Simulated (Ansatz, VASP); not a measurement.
# Cross-check of BP (BP (F-43m)) between VASP and Ansatz

One calculation is typed for both programs; each brings its own data sets. How far apart do they land? The cell is taken from a series of runs on this material, whose earlier steps may have relaxed, scaled, displaced or heated it; both programs get it as it stands.

Method: plane waves, with VASP 6.6.1 beside it; r2SCAN, in Ansatz 0.2.0.

### 1. The starting structure

It takes space group Imm2 (No. 44, orthorhombic). Conventional cell: a = 3.208 Å, b = 3.208 Å, c = 4.536 Å, α = 90.00°, β = 90.00°, γ = 90.00°. Nearest to P lie 4 B at 1.95 to 1.98 Å. Nearest to B lie 4 P at 1.95 to 1.98 Å. Farther neighbours are not listed. That group holds within 0.01 Å; judged at 0.001 Å it is Cm (No. 8).

As a file:

```xyz
2
Lattice="0.0000 2.2682 2.2682 2.2682 0.0000 2.2682 2.2682 2.2682 0.0000" Properties=species:S:1:pos:R:3 pbc="T T T"
P     3.3924    3.4027    3.4027
B     0.0099    2.2678    2.2678
```

### 2. VASP: single point, r2SCAN, pair 1

With cell and atoms fixed, the geometry can't cause a difference; cores, projectors, grids and the points listed under the comparison can.

Lines of VASP's logs that name or quote its potential files are left out, and so is its time.

INCAR reads:

```
SYSTEM = BP
PREC = Accurate
ENCUT = 460
EDIFF = 1E-06
NELM = 120
ISMEAR = -1
SIGMA = 0.01
LREAL = .FALSE.
ALGO = Normal
METAGGA = R2SCAN
LASPH = .TRUE.
NBANDS = 10
LORBIT = 11
LWAVE = .FALSE.
LCHARG = .FALSE.
ISIF = 2
ISYM = 2
GGA_COMPAT = .FALSE.
EFERMI = MIDGAP
LMIXTAU = .TRUE.
KPAR = 4
```

POSCAR reads:

```
BP
1.0
    0.0000000000      2.2681854100      2.2681854100
    2.2681854100      0.0000000000      2.2681854100
    2.2681854100      2.2681854100      0.0000000000
P B
1 1
Direct
    0.7523612444      0.7478135441      0.7478135441
    0.9976387556      0.0021864559      0.0021864559
```

KPOINTS reads:

```
Points of the shifted mesh
144
Reciprocal
 0.1250000000  0.0833333333  0.0833333333 1
 0.1250000000  0.0833333333  0.2500000000 1
 0.1250000000  0.0833333333  0.4166666667 1
 0.1250000000  0.0833333333  0.5833333333 1
 0.1250000000  0.0833333333  0.7500000000 1
 0.1250000000  0.0833333333  0.9166666667 1
 0.1250000000  0.2500000000  0.0833333333 1
 0.1250000000  0.2500000000  0.2500000000 1
 0.1250000000  0.2500000000  0.4166666667 1
 0.1250000000  0.2500000000  0.5833333333 1
 0.1250000000  0.2500000000  0.7500000000 1
 0.1250000000  0.2500000000  0.9166666667 1
 0.1250000000  0.4166666667  0.0833333333 1
 0.1250000000  0.4166666667  0.2500000000 1
 0.1250000000  0.4166666667  0.4166666667 1
 0.1250000000  0.4166666667  0.5833333333 1
 0.1250000000  0.4166666667  0.7500000000 1
 0.1250000000  0.4166666667  0.9166666667 1
 0.1250000000  0.5833333333  0.0833333333 1
 0.1250000000  0.5833333333  0.2500000000 1
 0.1250000000  0.5833333333  0.4166666667 1
 0.1250000000  0.5833333333  0.5833333333 1
 0.1250000000  0.5833333333  0.7500000000 1
 0.1250000000  0.5833333333  0.9166666667 1
 0.1250000000  0.7500000000  0.0833333333 1
 0.1250000000  0.7500000000  0.2500000000 1
 0.1250000000  0.7500000000  0.4166666667 1
 0.1250000000  0.7500000000  0.5833333333 1
 0.1250000000  0.7500000000  0.7500000000 1
 0.1250000000  0.7500000000  0.9166666667 1
 0.1250000000  0.9166666667  0.0833333333 1
 0.1250000000  0.9166666667  0.2500000000 1
 0.1250000000  0.9166666667  0.4166666667 1
 0.1250000000  0.9166666667  0.5833333333 1
 0.1250000000  0.9166666667  0.7500000000 1
 0.1250000000  0.9166666667  0.9166666667 1
 0.3750000000  0.0833333333  0.0833333333 1
 0.3750000000  0.0833333333  0.2500000000 1
 0.3750000000  0.0833333333  0.4166666667 1
 0.3750000000  0.0833333333  0.5833333333 1
 0.3750000000  0.0833333333  0.7500000000 1
 0.3750000000  0.0833333333  0.9166666667 1
 0.3750000000  0.2500000000  0.0833333333 1
 0.3750000000  0.2500000000  0.2500000000 1
 0.3750000000  0.2500000000  0.4166666667 1
 0.3750000000  0.2500000000  0.5833333333 1
 0.3750000000  0.2500000000  0.7500000000 1
 0.3750000000  0.2500000000  0.9166666667 1
 0.3750000000  0.4166666667  0.0833333333 1
 0.3750000000  0.4166666667  0.2500000000 1
 0.3750000000  0.4166666667  0.4166666667 1
 0.3750000000  0.4166666667  0.5833333333 1
 0.3750000000  0.4166666667  0.7500000000 1
 0.3750000000  0.4166666667  0.9166666667 1
 0.3750000000  0.5833333333  0.0833333333 1
 0.3750000000  0.5833333333  0.2500000000 1
 0.3750000000  0.5833333333  0.4166666667 1
 0.3750000000  0.5833333333  0.5833333333 1
 0.3750000000  0.5833333333  0.7500000000 1
 0.3750000000  0.5833333333  0.9166666667 1
 0.3750000000  0.7500000000  0.0833333333 1
 0.3750000000  0.7500000000  0.2500000000 1
 0.3750000000  0.7500000000  0.4166666667 1
 0.3750000000  0.7500000000  0.5833333333 1
 0.3750000000  0.7500000000  0.7500000000 1
 0.3750000000  0.7500000000  0.9166666667 1
 0.3750000000  0.9166666667  0.0833333333 1
 0.3750000000  0.9166666667  0.2500000000 1
 0.3750000000  0.9166666667  0.4166666667 1
 0.3750000000  0.9166666667  0.5833333333 1
 0.3750000000  0.9166666667  0.7500000000 1
 0.3750000000  0.9166666667  0.9166666667 1
 0.6250000000  0.0833333333  0.0833333333 1
 0.6250000000  0.0833333333  0.2500000000 1
 0.6250000000  0.0833333333  0.4166666667 1
 0.6250000000  0.0833333333  0.5833333333 1
 0.6250000000  0.0833333333  0.7500000000 1
 0.6250000000  0.0833333333  0.9166666667 1
 0.6250000000  0.2500000000  0.0833333333 1
 0.6250000000  0.2500000000  0.2500000000 1
 0.6250000000  0.2500000000  0.4166666667 1
 0.6250000000  0.2500000000  0.5833333333 1
 0.6250000000  0.2500000000  0.7500000000 1
 0.6250000000  0.2500000000  0.9166666667 1
 0.6250000000  0.4166666667  0.0833333333 1
 0.6250000000  0.4166666667  0.2500000000 1
 0.6250000000  0.4166666667  0.4166666667 1
 0.6250000000  0.4166666667  0.5833333333 1
 0.6250000000  0.4166666667  0.7500000000 1
 0.6250000000  0.4166666667  0.9166666667 1
 0.6250000000  0.5833333333  0.0833333333 1
 0.6250000000  0.5833333333  0.2500000000 1
 0.6250000000  0.5833333333  0.4166666667 1
 0.6250000000  0.5833333333  0.5833333333 1
 0.6250000000  0.5833333333  0.7500000000 1
 0.6250000000  0.5833333333  0.9166666667 1
 0.6250000000  0.7500000000  0.0833333333 1
 0.6250000000  0.7500000000  0.2500000000 1
 0.6250000000  0.7500000000  0.4166666667 1
 0.6250000000  0.7500000000  0.5833333333 1
 0.6250000000  0.7500000000  0.7500000000 1
 0.6250000000  0.7500000000  0.9166666667 1
 0.6250000000  0.9166666667  0.0833333333 1
 0.6250000000  0.9166666667  0.2500000000 1
 0.6250000000  0.9166666667  0.4166666667 1
 0.6250000000  0.9166666667  0.5833333333 1
 0.6250000000  0.9166666667  0.7500000000 1
 0.6250000000  0.9166666667  0.9166666667 1
 0.8750000000  0.0833333333  0.0833333333 1
 0.8750000000  0.0833333333  0.2500000000 1
 0.8750000000  0.0833333333  0.4166666667 1
 0.8750000000  0.0833333333  0.5833333333 1
 0.8750000000  0.0833333333  0.7500000000 1
 0.8750000000  0.0833333333  0.9166666667 1
 0.8750000000  0.2500000000  0.0833333333 1
 0.8750000000  0.2500000000  0.2500000000 1
 0.8750000000  0.2500000000  0.4166666667 1
 0.8750000000  0.2500000000  0.5833333333 1
 0.8750000000  0.2500000000  0.7500000000 1
 0.8750000000  0.2500000000  0.9166666667 1
 0.8750000000  0.4166666667  0.0833333333 1
 0.8750000000  0.4166666667  0.2500000000 1
 0.8750000000  0.4166666667  0.4166666667 1
 0.8750000000  0.4166666667  0.5833333333 1
 0.8750000000  0.4166666667  0.7500000000 1
 0.8750000000  0.4166666667  0.9166666667 1
 0.8750000000  0.5833333333  0.0833333333 1
 0.8750000000  0.5833333333  0.2500000000 1
 0.8750000000  0.5833333333  0.4166666667 1
 0.8750000000  0.5833333333  0.5833333333 1
 0.8750000000  0.5833333333  0.7500000000 1
 0.8750000000  0.5833333333  0.9166666667 1
 0.8750000000  0.7500000000  0.0833333333 1
 0.8750000000  0.7500000000  0.2500000000 1
 0.8750000000  0.7500000000  0.4166666667 1
 0.8750000000  0.7500000000  0.5833333333 1
 0.8750000000  0.7500000000  0.7500000000 1
 0.8750000000  0.7500000000  0.9166666667 1
 0.8750000000  0.9166666667  0.0833333333 1
 0.8750000000  0.9166666667  0.2500000000 1
 0.8750000000  0.9166666667  0.4166666667 1
 0.8750000000  0.9166666667  0.5833333333 1
 0.8750000000  0.9166666667  0.7500000000 1
 0.8750000000  0.9166666667  0.9166666667 1
```

PAW data sets: P and B (PBE family, release 64).

Run with:

```console
$ mpirun -np 4 vasp_std
```

Numbers of over 12 decimals in the logs are rounded to 6 here.

Output:

```text
[banner, memory and clock lines left out]
running    4 mpi-ranks, on    1 nodes
 distrk:  each k-point on    1 cores,    4 groups
 distr:  one band on    1 cores,    1 groups

 POSCAR found type information on POSCAR P B
 POSCAR found :  2 types and       2 ions
|                                                                             |
|               ----> ADVICE to this user running VASP <----                  |
|                                                                             |
|     You enforced a specific xc type in the INCAR file but a different       |
|     [... a line on the potential file left out ...]
|     I HOPE YOU KNOW WHAT YOU ARE DOING!                                     |
|                                                                             |

 LDA part: xc-table for (None), standard interpolation
 POSCAR, INCAR and KPOINTS ok, starting setup
 FFT: planning ... GRIDC
 FFT: planning ... GRID_SOFT
 FFT: planning ... GRID
 WAVECAR not read
 entering main loop
       N       E                     dE             d eps       ncg     rms          rms(c)
DAV:   1     0.227772398312E+01    0.22777E+01   -0.38065E+03  2888   0.670E+02
DAV:   2    -0.187071992095E+02   -0.20985E+02   -0.20071E+02  4010   0.109E+02
DAV:   3    -0.191967539525E+02   -0.48955E+00   -0.48860E+00  3526   0.153E+01
DAV:   4    -0.191985469796E+02   -0.17930E-02   -0.17928E-02  3546   0.106E+00
DAV:   5    -0.191985549745E+02   -0.79950E-05   -0.79948E-05  3450   0.653E-02    0.793E+00
DAV:   6    -0.173066267215E+02    0.18919E+01   -0.11872E+00  3336   0.641E+00    0.495E+00
DAV:   7    -0.172019878857E+02    0.10464E+00   -0.39875E-01  2940   0.381E+00    0.117E+00
DAV:   8    -0.171994229890E+02    0.25649E-02   -0.21444E-01  2892   0.364E+00    0.540E-01
DAV:   9    -0.172910990936E+02   -0.91676E-01   -0.12053E-02  3364   0.866E-01    0.349E-01
DAV:  10    -0.172995309470E+02   -0.84319E-02   -0.71078E-04  3238   0.215E-01    0.315E-01
DAV:  11    -0.173348281909E+02   -0.35297E-01   -0.72401E-03  2884   0.804E-01    0.974E-02
DAV:  12    -0.173371509471E+02   -0.23228E-02   -0.37126E-03  3258   0.522E-01    0.513E-02
DAV:  13    -0.173372299323E+02   -0.78985E-04   -0.88711E-05  3082   0.791E-02    0.340E-02
DAV:  14    -0.173372287187E+02    0.12136E-05   -0.10488E-06  3552   0.869E-03    0.364E-02
DAV:  15    -0.173373813942E+02   -0.15268E-03   -0.13475E-04  2884   0.899E-02    0.156E-02
DAV:  16    -0.173373848541E+02   -0.34599E-05   -0.42767E-06  3484   0.184E-02    0.155E-03
DAV:  17    -0.173373853630E+02   -0.50888E-06   -0.12172E-07  1518   0.291E-03
   1 F= -.17337385E+02 E0= -.17337385E+02  d E =0.000000E+00
```

Parts of OUTCAR (step 2):

```text
ion  position               nearest neighbor table
   1  0.752  0.748  0.748-   2 1.95   2 1.95   2 1.97   2 1.98
   2  0.998  0.002  0.002-   1 1.95   1 1.95   1 1.97   1 1.98

  LATTYP: Found a face centered cubic cell.
 ALAT       =     4.5363708200

 Subroutine GETGRP returns: Found  2 space group operations
 (whereof  2 operations were pure point group operations)

The static configuration has the point symmetry C_1h.

   k-points           NKPTS =    144   k-points in BZ     NKDIM =    144   number of bands    NBANDS=     10

   dimension x,y,z NGX =    24 NGY =   24 NGZ =   24
   dimension x,y,z NGXF=    48 NGYF=   48 NGZF=   48

   ENCUT  =  460.0 eV  33.81 Ry    5.81 a.u.   5.61  5.61  5.61*2*pi/ulx,y,z

   NELECT =       8.0000    total number of electrons

 k-points in reciprocal lattice and weights: Points of the shifted mesh
   0.12500000  0.08333333  0.08333333       0.007
   0.12500000  0.08333333  0.25000000       0.007
   0.12500000  0.08333333  0.41666667       0.007
   0.12500000  0.08333333  0.58333333       0.007
   0.12500000  0.08333333  0.75000000       0.007
   0.12500000  0.08333333  0.91666667       0.007
   0.12500000  0.25000000  0.08333333       0.007
   0.12500000  0.25000000  0.25000000       0.007
   0.12500000  0.25000000  0.41666667       0.007
[...]
0.87500000  0.91666667  0.75000000       0.007
   0.87500000  0.91666667  0.91666667       0.007

 average (electrostatic) potential at core
       1 -84.3138       2 -26.0716

 E-fermi :   8.1525

 k-point     1 :       0.1250    0.0833    0.0833
  band No.  band energies     occupation
      1      -8.6653      2.00000
      2       6.1439      2.00000
      3       6.7430      2.00000
      4       7.0893      2.00000
      5      11.3957      0.00000
      6      11.4246      0.00000
      7      11.8151      0.00000
      8      15.9715      0.00000
      9      19.0074      0.00000
    ...

 k-point     2 :       0.1250    0.0833    0.2500
  band No.  band energies     occupation
      1      -8.0576      2.00000
      2       3.9839      2.00000
      3       5.1562      2.00000
      4       6.7709      2.00000
      5      11.4697      0.00000
      6      12.5582      0.00000
      7      13.0555      0.00000
      8      16.1074      0.00000
      9      18.1038      0.00000
    ...

 k-point     3 :       0.1250    0.0833    0.4167
  band No.  band energies     occupation
      1      -6.5037      2.00000
      2       0.1068      2.00000
      3       4.4585      2.00000
      4       5.7360      2.00000
      5      12.0392      0.00000
      6      12.6069      0.00000
      7      13.5964      0.00000
      8      17.2841      0.00000
      9      19.2548      0.00000
    ...

  Total       -0.0319547     -0.1216619     -0.1216619     -0.0167532     -0.2679353     -0.0167532
  in kB       -2.1937091     -8.3521705     -8.3521705     -1.1501222    -18.3939412     -1.1501220
  external PRESSURE =      -6.2993500 kB  Pullay stress =       0.0000000 kB

  energy-cutoff  :      460.00
  volume of cell :       23.34
      direct lattice vectors                 reciprocal lattice vectors
     0.000000000  2.268185410  2.268185410    -0.220440533  0.220440533  0.220440533
     2.268185410  0.000000000  2.268185410     0.220440533 -0.220440533  0.220440533
     2.268185410  2.268185410  0.000000000     0.220440533  0.220440533 -0.220440533

 POSITION                                       TOTAL-FORCE (eV/Angst)
 -----------------------------------------------------------------------------------
      3.39236      3.40267      3.40267         0.349141     -0.017346     -0.017346
      0.00992      2.26779      2.26779        -0.349141      0.017346      0.017346
 -----------------------------------------------------------------------------------
    total drift:                                0.000007     -0.000019     -0.000019

  FREE ENERGIE OF THE ION-ELECTRON SYSTEM (eV)
  ---------------------------------------------------
  free  energy   TOTEN  =       -17.3373853630 eV

  energy  without entropy=      -17.3373853630  energy(sigma->0) =      -17.33738536

 total charge
# of ion       s       p       d       tot
------------------------------------------
    1        0.987   1.585   0.000   2.572
    2        0.681   1.267   0.000   1.949
--------------------------------------------------
tot          1.668   2.853   0.000   4.521

[... 3 further parts left out ...]
```

The run ends at a pressure of -0.63 GPa, with forces up to 0.35 eV/Å.

### 3. Ansatz: single point, r2SCAN, pair 1

Ansatz runs on its PAW soft_1 files.

The same cell, functional, mesh and smearing now go to Ansatz.

input.yaml reads:

```yaml
crystal:
  lattice:
    - [0.0, 2.26818541, 2.26818541]
    - [2.26818541, 0.0, 2.26818541]
    - [2.26818541, 2.26818541, 0.0]
  atoms:
    - { symbol: P, position: [0.7523612444248, 0.7478135441213, 0.7478135441213] }
    - { symbol: B, position: [0.9976387555752, 0.00218645587874, 0.00218645587874] }
basis:
  ecutwfc: 500.0
  ecutrho_ratio: 4
  xc_grid: 2
  fft_grid_basis: typed
  precision: f64
kpoints:
  mp_grid: { grid: [4, 6, 6], shift: [0.5, 0.5, 0.5] }
  band_path: { path: [VBM, CBM], npoints: 1 }
hamiltonian:
  xc: r2scan
  pseudopotentials:
    kind: paw
    azcp: { folder: soft_1, B: "soft_1/B.paw.azcp", P: "soft_1/P.paw.azcp" }
scf:
  max_iter: 80
  self_checks: high
  occupations: { method: fermi_dirac, width: 0.01 }
output:
  forces: true
checkpoint:
  write: "../host.point.run"
  compress: false
  write_wavefunctions: true
  write_every: 100000
```

Run with:

```console
$ ansatz run input.yaml --threads 4 --pin off --max-ram 7536MiB --backend cpu --events-out ev --progress --plain --runs-dir out
```

Output:

```text
Engine: ansatz 0.2.0, x86_64-unknown-linux-gnu
Pseudopotentials: kind: paw
Pseudopotential: P, paw, valence charge 5, recommended cutoff 500 eV (meta_gga), soft_1/P.paw.azcp
Pseudopotential: B, paw, valence charge 3, recommended cutoff 500 eV (meta_gga), soft_1/B.paw.azcp
Functional definition: r2SCAN
  parameter k0 = 0.174
  parameter k1 = 0.065
  parameter a1 = 4.9479
  exchange = r2scan_x(k0 = k0, k1 = k1, a1 = a1)
  correlation = r2scan_c
Crystal: 2 atoms, lattice volume = 23.338 Å³
Basis set: ecut = 500 eV, 609 PW (Γ), exchange–correlation on 48×48×48 points (8 copies of the dense FFT grid, shifted against one another)
Bands: 8, of which v1, the nominal top of the filled ones, is band 4 counted from 1 (3 counted from 0)
Symmetry: 2 space group operations
Space group: Cm (ITA 8), of the structure as read, at distance tolerance 2.9e-5 Å
k-points: 42 of 144 (time reversal used)
Non-local potential: P, projectors of the file, l = 0: 2, l = 1: 2, l = 2: 1
Non-local potential: B, projectors of the file, l = 0: 2, l = 1: 2, l = 2: 1
PAW form: soft (Blöchl's): semilocal exchange-correlation on the pseudo side does not see the compensation charge
PAW frozen core: P, regenerated for the run's functional (the file was generated under x = pbe(κ = 0.804, μ = 0.219515), c = pbe(β = 0.066725))
PAW frozen core: B, regenerated for the run's functional (the file was generated under x = pbe(κ = 0.804, μ = 0.219515), c = pbe(β = 0.066725))
PAW one-centre angular grid: P, 302 points (default); XC on 160 Gauss nodes
PAW one-centre angular grid: B, 302 points (default); XC on 223 of its mesh's 2233 points in the sphere
Initial density: superposition of atomic densities (chi_scale 0.1, normalization cell, long waves kept (reshape's long-wave potential 0.00 eV rms))
Initial wavefunctions: pseudopotential atomic-orbital guess
Functional: x = r2scan, c = r2scan; τ floored in thin density (d = 2e-4 eV/Å³)
SCF iter   1: F=—  HF=-917.106139 eV  |F-HF|=—  |Δ(HF+E_count)|=         —  Δρ=8.61e-2  dr2=1.86e0  dr2_τ=2.12e-1  ethr=3.10e-3  ⟨swp⟩=6.2  Hψ=3202  notcnv=0
preconditioner: auto → none  [insulator: Δε(μ)=2.573 eV  Ē_g=13.768 eV  σ=0.010 eV  W_gap=1.00  n_scr=0 (ndim 8)  ℏωp=21.7 eV  f_vac=0.000  D(μ)=0.00/eV (n_scr^D=0)  ε∞_Penn≈3.5]
SCF iter   2: F=—  HF=-916.708758 eV  |F-HF|=—  |Δ(HF+E_count)|=   3.97e-1  Δρ=3.07e-2  dr2=1.51e-1  dr2_τ=1.32e-2  ethr=3.10e-3  ⟨swp⟩=2.6  Hψ=990  notcnv=0
SCF iter   3: F=—  HF=-916.713911 eV  |F-HF|=—  |Δ(HF+E_count)|=   5.15e-3  Δρ=1.10e-2  dr2=1.76e-2  dr2_τ=1.04e-3  ethr=1.88e-3  ⟨swp⟩=2.0  Hψ=505  notcnv=0
SCF iter   4: F=—  HF=-916.715601 eV  |F-HF|=—  |Δ(HF+E_count)|=   1.69e-3  Δρ=1.44e-3  dr2=2.72e-4  dr2_τ=1.31e-5  ethr=2.20e-4  ⟨swp⟩=3.2  Hψ=676  notcnv=0
SCF iter   5: F=—  HF=-916.715677 eV  |F-HF|=—  |Δ(HF+E_count)|=   7.64e-5  Δρ=1.04e-4  dr2=2.52e-6  dr2_τ=1.01e-7  ethr=3.40e-6  ⟨swp⟩=2.9  Hψ=663  notcnv=0
SCF iter   6: F=-916.715677 eV  HF=-916.715677 eV  |F-HF|=1.48e-8  |Δ(HF+E_count)|=   5.98e-8  Δρ=1.16e-5  dr2=1.09e-8  dr2_τ=5.74e-10  ethr=1.25e-9  ⟨swp⟩=8.0  Hψ=2132  notcnv=0
SCF 1 converged in 6 iterations: F = -916.715677 eV  dr2 = 1.09e-8
  greatest PAW one-centre occupation: 0.764 electrons in one spin orbital (limit 2), on the P atom at site 0 (counted from 0), in its partial waves of l = 0
NSCF: frozen V_eff on 68 k-points
NSCF: frozen V_eff on 68 k-points
[...]
SCF converged after 6 iterations
Free energy (F): -916.715677 eV
Harris-Foulkes:  -916.715677 eV  (|F-HF|=1.48e-8)
Internal energy: -916.715677 eV  (E = F + TS)
E sigma→0 (E₀):  -916.715677 eV
Fermi energy:    9.961542 eV
--- Per-component energies (eV) ---
  E_band       = 18.907549
  E_kinetic    = 120.625711
  E_local      = -60.455899  (includes V_loc(G=0)·N_el)
  E_nonlocal   = 38.876378
  E_hartree    = 17.079627
  E_xc         = -101.521449
  E_vxc        = -109.014367  (∫ρ·V_xc dr)
  E_paw        = -645.624361  (= ΣΔE_a)
  E_vpaw       = -10.226132  (= ΣTr[D̂ρ^β])
  E_aug_tail   = 0.000000  (compensation charges beyond the density's cutoff)
  E_vtau       = 4.942886  (kinetic-family band-sum trace: ∫τ·v_τ [+ j·A + Jᵃ·Aᵃ] dr)
  E_ewald      = -285.586400
  E_core_change = -0.109284  (= ΣΔE_core)
  E_smearing   = -0.000000  (= −TS)
  E_closure    = 0.000000  (closes the sum)
  Σ components = -916.715677   (vs F -916.715677, Δ=0.00e0)
--- Forces (eV/Å), atoms counted from 1 ---
  atom   1  P      0.35017544    -0.01728052    -0.01728052
  atom   2  B     -0.35014670     0.01727984     0.01727984
  max |Σ_I F_I| component: 2.87e-5 eV/Å
--- Band table (eV; the first three rows and the last of 42) ---
  k-point 0: bands = ["-6.8571", "7.9633", "8.5640", "8.9137", "13.1769", "13.2137", "13.5981", "17.7584"]
  k-point 1: bands = ["-6.2494", "5.7995", "6.9724", "8.5932", "13.2546", "14.3413", "14.8382", "17.8832"]
  k-point 2: bands = ["-4.6954", "1.9180", "6.2740", "7.5548", "13.8244", "14.3859", "15.3754", "19.0570"]
  k-point 41: bands = ["-3.8686", "0.3945", "6.9243", "6.9468", "13.3707", "14.3834", "14.9073", "19.9789"]
```

In the SCF lines HF is the Harris–Foulkes energy and dr2 the Hartree energy of the density residual, in eV; the loop may stop once dr2 is under the threshold and the program's other checks hold. Hψ counts applications of the Hamiltonian.

[end of part 1 of 2]

[Lines on the potential files, build, host, timing and source positions are cut from VASP's logs without a mark.]

[Logs are printed without paths, hosts, clocks, repeated set-up lines and the standing remarks that a program may print on its own settings, such as how far it seeks lower states.]

[Hosts, paths, dates, database ids (printed as entryN), source tags and the programs' standing remarks are cut or masked in the printed files.]
